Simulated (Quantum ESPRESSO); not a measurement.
# C (Fd-3m) in Quantum ESPRESSO: reference runs, part 2 of 2

Quantum ESPRESSO 7.5. Earlier steps stand in the parts before.

### Step 3. Single point, PBEsol, 5.33 Å³/atom

Contents of pw.in:

```
&CONTROL
  calculation = 'scf'
  prefix = 'pwscf'
  outdir = './tmp'
  pseudo_dir = './pseudo'
  tstress = .true.
  disk_io = 'nowf'
/
&SYSTEM
  ibrav = 0
  nat = 2
  ntyp = 1
  ecutwfc = 45
  ecutrho = 360
  nbnd = 9
  occupations = 'smearing'
  smearing = 'fd'
  degauss = 0.00367493
/
&ELECTRONS
  conv_thr = 4d-10
  electron_maxstep = 120
  mixing_beta = 0.5
/
ATOMIC_SPECIES
C     12.0110 c_pbesol_v1.2.uspp.F.UPF
CELL_PARAMETERS angstrom
   0.0000000000    1.7469644787    1.7469644787
   1.7469644787    0.0000000000    1.7469644787
   1.7469644787    1.7469644787    0.0000000000
ATOMIC_POSITIONS crystal
C      0.7500000000    0.7500000000    0.7500000000
C      0.5000000000    0.5000000000    0.5000000000
K_POINTS automatic
13 13 13 0 0 0
```

Potentials or basis: GBRV 1.5 PBEsol.

Started as:

```
OMP_NUM_THREADS=1 mpirun -n 2 pw.x -nk 2 -in pw.in > pw.out
```

pw.out:

```text
This program is part of the open-source Quantum ESPRESSO suite
     for quantum simulation of materials; please cite
[... 13 lines left out ...]
     --------------------
     sticks:   dense  smooth     PW     G-vecs:    dense   smooth      PW
     Sum         547     265     91                 8363     2891     609

     Using Slab Decomposition

     bravais-lattice index     =            0
     lattice parameter (alat)  =       4.6687  a.u.
     unit-cell volume          =      71.9580 (a.u.)^3
     number of atoms/cell      =            2
     number of atomic types    =            1
     number of electrons       =         8.00
     number of Kohn-Sham states=            9
     kinetic-energy cutoff     =      45.0000  Ry
     charge density cutoff     =     360.0000  Ry
     scf convergence threshold =      4.0E-10
     mixing beta               =       0.5000
     number of iterations used =            8  plain     mixing
     Exchange-correlation= SLA  PW   PSX  PSC
                           (   1   4  10   8   0   0   0)

     celldm(1)=   4.668721  celldm(2)=   0.000000  celldm(3)=   0.000000
     celldm(4)=   0.000000  celldm(5)=   0.000000  celldm(6)=   0.000000

     crystal axes: (cart. coord. in units of alat)
               a(1) = (   0.000000   0.707107   0.707107 )
               a(2) = (   0.707107   0.000000   0.707107 )
               a(3) = (   0.707107   0.707107   0.000000 )

     reciprocal axes: (cart. coord. in units 2 pi/alat)
               b(1) = ( -0.707107  0.707107  0.707107 )
               b(2) = (  0.707107 -0.707107  0.707107 )
               b(3) = (  0.707107  0.707107 -0.707107 )

     PseudoPot. # 1 for C  read from file:
     c_pbesol_v1.2.uspp.F.UPF
     Pseudo is Ultrasoft + core correction, Zval =  4.0
     Generated by new atomic code, or converted to UPF format
     Using radial grid of  721 points,  4 beta functions with:
                l(1) =   0
                l(2) =   0
                l(3) =   1
                l(4) =   1
     Q(r) pseudized with  8 coefficients,  rinner =    1.100   1.100   1.100

     atomic species   valence    mass     pseudopotential
     C                 4.00    12.01100     C ( 1.00)

     48 Sym. Ops., with inversion, found (24 have fractional translation)

   Cartesian axes

     site n.     atom                  positions (alat units)
         1        C      tau(   1) = (   1.0606602   1.0606602   1.0606602  )
         2        C      tau(   2) = (   0.7071068   0.7071068   0.7071068  )

     number of k points=    84  Fermi-Dirac smearing, width (Ry)=  0.0037
                       cart. coord. in units 2pi/alat
        k(    1) = (   0.0000000   0.0000000   0.0000000), wk =   0.0009103
        k(    2) = (   0.0543928   0.0543928  -0.0543928), wk =   0.0072827
        k(    3) = (   0.1087857   0.1087857  -0.1087857), wk =   0.0072827
        k(    4) = (   0.1631785   0.1631785  -0.1631785), wk =   0.0072827
        k(    5) = (   0.2175713   0.2175713  -0.2175713), wk =   0.0072827
        k(    6) = (   0.2719641   0.2719641  -0.2719641), wk =   0.0072827
[... 76 lines left out ...]
        k(   83) = (   0.0000000  -0.4351426   0.6527140), wk =   0.0218480
        k(   84) = (  -0.0543928  -0.3807498   0.7071068), wk =   0.0218480

     Dense  grid:     8363 G-vectors     FFT dimensions: (  32,  32,  32)

     Smooth grid:     2891 G-vectors     FFT dimensions: (  20,  20,  20)

     Initial potential from superposition of free atoms

     starting charge       7.9999, renormalised to       8.0000
     Starting wfcs are    8 randomized atomic wfcs +    1 random wfcs

     Self-consistent Calculation

     iteration #  1     ecut=    45.00 Ry     beta= 0.50
     Davidson diagonalization with overlap
     ethr =  1.00E-02,  avg # of iterations =  4.0

     total energy              =     -22.94539459 Ry
     estimated scf accuracy    <       0.13462152 Ry

     iteration #  2     ecut=    45.00 Ry     beta= 0.50
     Davidson diagonalization with overlap
     ethr =  1.68E-03,  avg # of iterations =  1.0

     total energy              =     -22.94256268 Ry
     estimated scf accuracy    <       0.01815219 Ry

     iteration #  3     ecut=    45.00 Ry     beta= 0.50
     Davidson diagonalization with overlap
     ethr =  2.27E-04,  avg # of iterations =  2.0

     total energy              =     -22.94434422 Ry
     estimated scf accuracy    <       0.00014690 Ry

     iteration #  4     ecut=    45.00 Ry     beta= 0.50
     Davidson diagonalization with overlap
     ethr =  1.84E-06,  avg # of iterations =  4.4

     total energy              =     -22.94437611 Ry
     estimated scf accuracy    <       0.00000221 Ry

     iteration #  5     ecut=    45.00 Ry     beta= 0.50
     Davidson diagonalization with overlap
     ethr =  2.76E-08,  avg # of iterations =  2.0

     total energy              =     -22.94437674 Ry
     estimated scf accuracy    <       0.00000014 Ry

     iteration #  6     ecut=    45.00 Ry     beta= 0.50
     Davidson diagonalization with overlap
     ethr =  1.77E-09,  avg # of iterations =  1.8

     total energy              =     -22.94437675 Ry
     estimated scf accuracy    <       0.00000001 Ry

     iteration #  7     ecut=    45.00 Ry     beta= 0.50
     Davidson diagonalization with overlap
     ethr =  1.54E-10,  avg # of iterations =  1.9

     End of self-consistent calculation

          k = 0.0000 0.0000 0.0000 (   339 PWs)   bands (ev):

    -7.8848  14.4733  14.4733  14.4733  20.1816  20.1816  20.1816  29.2912
    34.2586

          k = 0.0544 0.0544-0.0544 (   347 PWs)   bands (ev):

    -7.7136  13.3446  14.1717  14.1717  20.5753  20.5753  20.8816  29.3784
    34.5436

          k = 0.1088 0.1088-0.1088 (   362 PWs)   bands (ev):

    -7.2017  10.9617  13.4976  13.4976  21.4575  21.4575  22.0534  29.6235
    35.1765

          k = 0.1632 0.1632-0.1632 (   359 PWs)   bands (ev):

    -6.3541   8.2398  12.7743  12.7743  22.3307  22.3307  22.9890  29.9634
    35.6741

          k = 0.2176 0.2176-0.2176 (   359 PWs)   bands (ev):

    -5.1821   5.5165  12.1667  12.1667  22.8786  22.8786  23.6119  30.2761
    35.9637

          k = 0.2720 0.2720-0.2720 (   362 PWs)   bands (ev):

    -3.7160   2.9614  11.7419  11.7419  23.0830  23.0830  23.9844  30.4512
    36.3961

          k = 0.3264 0.3264-0.3264 (   368 PWs)   bands (ev):

    -2.1182   0.8048  11.5255  11.5255  23.1152  23.1152  24.1595  30.5013
    36.9336

          k = 0.1088-0.0000 0.0000 (   351 PWs)   bands (ev):

    -7.6566  13.6076  13.6076  13.9528  20.0066  21.2469  21.2469  29.3135
    34.6505

          k = 0.1632 0.0544-0.0544 (   357 PWs)   bands (ev):

    -7.2584  11.7665  12.8236  13.6396  20.2778  22.2819  22.3495  29.2201
    35.2071

          k = 0.2176 0.1088-0.1088 (   362 PWs)   bands (ev):

    -6.5228   9.1984  12.0894  13.0141  21.0918  23.2454  23.3481  29.1475
    35.6955

          k = 0.2720 0.1632-0.1632 (   366 PWs)   bands (ev):

    -5.4587   6.5015  11.5327  12.2805  21.8876  23.8285  24.0347  29.3193
    36.0058

          k = 0.3264 0.2176-0.2176 (   364 PWs)   bands (ev):

    -4.0875   3.9016  11.2056  11.6173  22.3793  23.9671  24.4520  29.8255
    36.0459

          k = 0.3807 0.2720-0.2720 (   368 PWs)   bands (ev):

    -2.4917   1.5774  11.1087  11.1233  22.6554  23.8231  24.6638  30.3596
    36.2275

          k =-0.2720-0.3807 0.3807 (   368 PWs)   bands (ev):

    -1.6147   0.5162  10.7996  11.2811  22.9045  23.5783  24.6997  30.5932
    36.3660
[... 303 lines left out ...]
    -3.4268   6.1417   7.2140  10.0047  21.9913  24.6920  26.5630  28.5611
    36.2180

          k =-0.2176-0.4351 0.6527 (   368 PWs)   bands (ev):

    -2.0097   4.2687   6.7206   9.1668  22.9592  24.5328  27.1916  29.5696
    34.7036

          k =-0.1632-0.3807 0.5983 (   374 PWs)   bands (ev):

    -0.5010   2.3622   6.7022   8.6128  23.1321  24.7572  28.5657  29.7444
    33.0674

          k =-0.1632-0.4895 0.7071 (   367 PWs)   bands (ev):

    -1.5210   4.7503   6.4433   7.8918  21.9317  23.7457  27.5893  30.5791
    35.9335

          k =-0.1088-0.4351 0.6527 (   373 PWs)   bands (ev):

    -0.0353   3.3610   5.7227   7.3419  22.7969  25.0053  27.4130  30.3420
    34.7354

          k =-0.0544-0.3807 0.5983 (   374 PWs)   bands (ev):

     0.7021   2.6503   5.1901   7.5338  23.1837  25.9652  28.3118  28.8407
    33.9514

          k = 0.0000-0.3264 0.5439 (   373 PWs)   bands (ev):

    -0.5798   3.8528   5.2056   8.2216  23.6832  24.8947  27.6133  30.0639
    33.5573

          k =-0.0544-0.4895 0.7071 (   371 PWs)   bands (ev):

     0.6660   2.9075   6.1657   6.5445  22.1553  22.7479  29.3312  30.7490
    36.5408

          k = 0.0000-0.4351 0.6527 (   375 PWs)   bands (ev):

     1.6759   2.2949   5.0425   6.7528  22.7400  24.9536  28.6544  29.2864
    35.6572

          k =-0.0544-0.3807 0.7071 (   375 PWs)   bands (ev):

     1.3218   2.8367   5.1852   6.2186  24.7438  25.0030  27.3709  28.5993
    35.6083

     the Fermi energy is    16.7755 ev

!    total energy              =     -22.94437675 Ry
     estimated scf accuracy    <          7.0E-11 Ry
     smearing contrib. (-TS)   =       0.00000000 Ry
     internal energy E=F+TS    =     -22.94437675 Ry

     The total energy is F=E-TS. E is the sum of the following terms:
     one-electron contribution =       8.75267299 Ry
     hartree contribution      =       1.83728365 Ry
     xc contribution           =      -7.42668622 Ry
     ewald contribution        =     -26.10764717 Ry

     convergence has been achieved in   7 iterations

     Computing stress (Cartesian axis) and pressure

          total   stress  (Ry/bohr**3)                   (kbar)     P=      252.87
   0.00171897   0.00000000  -0.00000000          252.87        0.00       -0.00
   0.00000000   0.00171897  -0.00000000            0.00      252.87       -0.00
  -0.00000000  -0.00000000   0.00171897           -0.00       -0.00      252.87

=------------------------------------------------------------------------------=
   JOB DONE.
=------------------------------------------------------------------------------=
```

It took 1.9 s on 2 MPI ranks of Arm Neoverse V1, shared host; peak memory 0.1 GiB.

What came out:

```
Free energy            : -312.1741 eV
Pressure               : 25.3 GPa
Band gap on the k mesh : 4.16 eV, indirect (least direct gap 5.71 eV)
```

Caveat: an odd mesh through Γ misses points on the zone boundary, where band edges often lie.

### Step 4. Single point, PBEsol, 5.44 Å³/atom

Edit pw.in of step 3 so:

```diff
@@ -27,5 +27,5 @@
 CELL_PARAMETERS angstrom
-   0.0000000000    1.7469644787    1.7469644787
-   1.7469644787    0.0000000000    1.7469644787
-   1.7469644787    1.7469644787    0.0000000000
+   0.0000000000    1.7592674508    1.7592674508
+   1.7592674508    0.0000000000    1.7592674508
+   1.7592674508    1.7592674508    0.0000000000
 ATOMIC_POSITIONS crystal
```

Started as:

```
OMP_NUM_THREADS=1 mpirun -n 2 pw.x -nk 2 -in pw.in > pw.out
```

Wall time 3.1 s (2 MPI ranks of Arm Neoverse V1, shared host); peak memory 0.1 GiB.

It converged, with:

```yaml
Free_energy: -312.2026 eV
Pressure: 14.3 GPa
Band_gap_on_the_k_mesh: 4.11 eV, indirect (least direct gap 5.65 eV)
```

Caveat: an odd mesh through Γ misses points on the zone boundary, where band edges often lie.

### Step 5. Single point, PBEsol, 5.56 Å³/atom

Edit pw.in of step 4 so:

```diff
@@ -27,5 +27,5 @@
 CELL_PARAMETERS angstrom
-   0.0000000000    1.7592674508    1.7592674508
-   1.7592674508    0.0000000000    1.7592674508
-   1.7592674508    1.7592674508    0.0000000000
+   0.0000000000    1.7714007132    1.7714007132
+   1.7714007132    0.0000000000    1.7714007132
+   1.7714007132    1.7714007132    0.0000000000
 ATOMIC_POSITIONS crystal
```

Started as:

```
OMP_NUM_THREADS=1 mpirun -n 2 pw.x -nk 2 -in pw.in > pw.out
```

It took 3.1 s on 2 MPI ranks of Arm Neoverse V1, shared host; peak memory 0.1 GiB.

The run converged. Its results:

- Free energy: -312.2163 eV
- Pressure: 4.4 GPa
- Band gap on the k mesh: 4.07 eV, indirect (least direct gap 5.59 eV)

Caveat: an odd mesh through Γ misses points on the zone boundary, where band edges often lie.

### Step 6. Single point, PBEsol, 5.67 Å³/atom

Edit pw.in of step 5 so:

```diff
@@ -27,5 +27,5 @@
 CELL_PARAMETERS angstrom
-   0.0000000000    1.7714007132    1.7714007132
-   1.7714007132    0.0000000000    1.7714007132
-   1.7714007132    1.7714007132    0.0000000000
+   0.0000000000    1.7833700000    1.7833700000
+   1.7833700000    0.0000000000    1.7833700000
+   1.7833700000    1.7833700000    0.0000000000
 ATOMIC_POSITIONS crystal
```

Potentials or basis: GBRV 1.5 PBEsol.

Started as:

```
OMP_NUM_THREADS=1 mpirun -n 2 pw.x -nk 2 -in pw.in > pw.out
```

Run time: 3.2 s. Hardware: 2 MPI ranks of Arm Neoverse V1, shared host; peak memory 0.1 GiB.

Results (log left out):

```
Free energy            : -312.2165 eV
Pressure               : -4.7 GPa
Band gap on the k mesh : 4.02 eV, indirect (least direct gap 5.54 eV)
```

Caveat: an odd mesh through Γ misses points on the zone boundary, where band edges often lie.

### Step 7. Single point, PBEsol, 5.79 Å³/atom

Edit pw.in of step 6 so:

```diff
@@ -27,5 +27,5 @@
 CELL_PARAMETERS angstrom
-   0.0000000000    1.7833700000    1.7833700000
-   1.7833700000    0.0000000000    1.7833700000
-   1.7833700000    1.7833700000    0.0000000000
+   0.0000000000    1.7951807415    1.7951807415
+   1.7951807415    0.0000000000    1.7951807415
+   1.7951807415    1.7951807415    0.0000000000
 ATOMIC_POSITIONS crystal
```

Started as:

```
OMP_NUM_THREADS=1 mpirun -n 2 pw.x -nk 2 -in pw.in > pw.out
```

Wall time 3.2 s (2 MPI ranks of Arm Neoverse V1, shared host); peak memory 0.1 GiB.

Results (log left out):

| Property | Result |
| --- | --- |
| Free energy | -312.2044 eV |
| Pressure | -12.9 GPa |
| Band gap on the k mesh | 3.98 eV, indirect (least direct gap 5.49 eV) |

Caveat: an odd mesh through Γ misses points on the zone boundary, where band edges often lie.

### Step 8. Single point, PBEsol, 5.90 Å³/atom

Edit pw.in of step 7 so:

```diff
@@ -27,5 +27,5 @@
 CELL_PARAMETERS angstrom
-   0.0000000000    1.7951807415    1.7951807415
-   1.7951807415    0.0000000000    1.7951807415
-   1.7951807415    1.7951807415    0.0000000000
+   0.0000000000    1.8068380860    1.8068380860
+   1.8068380860    0.0000000000    1.8068380860
+   1.8068380860    1.8068380860    0.0000000000
 ATOMIC_POSITIONS crystal
```

Started as:

```
OMP_NUM_THREADS=1 mpirun -n 2 pw.x -nk 2 -in pw.in > pw.out
```

Run time: 3.2 s. Hardware: 2 MPI ranks of Arm Neoverse V1, shared host; peak memory 0.1 GiB.

The run converged. Its results:

* Free energy: -312.1811 eV
* Pressure: -20.4 GPa
* Band gap on the k mesh: 3.94 eV, indirect (least direct gap 5.43 eV)

Caveat: an odd mesh through Γ misses points on the zone boundary, where band edges often lie.

### Step 9. Single point, PBEsol, 6.01 Å³/atom

Edit pw.in of step 8 so:

```diff
@@ -27,5 +27,5 @@
 CELL_PARAMETERS angstrom
-   0.0000000000    1.8068380860    1.8068380860
-   1.8068380860    0.0000000000    1.8068380860
-   1.8068380860    1.8068380860    0.0000000000
+   0.0000000000    1.8183469191    1.8183469191
+   1.8183469191    0.0000000000    1.8183469191
+   1.8183469191    1.8183469191    0.0000000000
 ATOMIC_POSITIONS crystal
```

Potentials or basis: GBRV 1.5 PBEsol.

Started as:

```
OMP_NUM_THREADS=1 mpirun -n 2 pw.x -nk 2 -in pw.in > pw.out
```

Wall time 3.2 s (2 MPI ranks of Arm Neoverse V1, shared host); peak memory 0.1 GiB.

The run converged. Its results:

| Quantity | Value |
| --- | --- |
| Free energy | -312.1477 eV |
| Pressure | -27.3 GPa |
| Band gap on the k mesh | 3.89 eV, indirect (least direct gap 5.38 eV) |

Caveat: an odd mesh through Γ misses points on the zone boundary, where band edges often lie.

### Step 10. Equation of state, PBEsol

Potentials or basis: GBRV 1.5 PBEsol.

This step only gathers the single runs of the series.

Results:

* Equilibrium volume: 5.62 Å³/atom
* Bulk modulus: 449 GPa
* Pressure derivative of the bulk modulus: 3.7

Energy against volume, from the lowest point:
```
volume (Å³/atom)  energy (meV/atom)
           5.332              21.15
           5.445               6.92
           5.558               0.09
           5.672               0.00
           5.785               6.02
           5.899              17.66
           6.012              34.36
```

### Step 11. How close it comes

Step 10. A measured bulk modulus of C is 442 GPa (quoted in “Equation of state of cubic boron nitride at high pressures and temperatures”, 2007, arxiv:cond-mat/0702656); the calculated 449 GPa misses it by +1.5 %. 3 values of this kind are on record (442 to 444.8 GPa); this one was drawn at random among those near their median, those with a stated uncertainty first. The fit is for a static lattice scaled at fixed shape and fixed fractional positions. The cell as given is a measured one (5.67 Å³/atom); PBEsol puts the equilibrium volume -1.0 % from it, thermal expansion not counted.
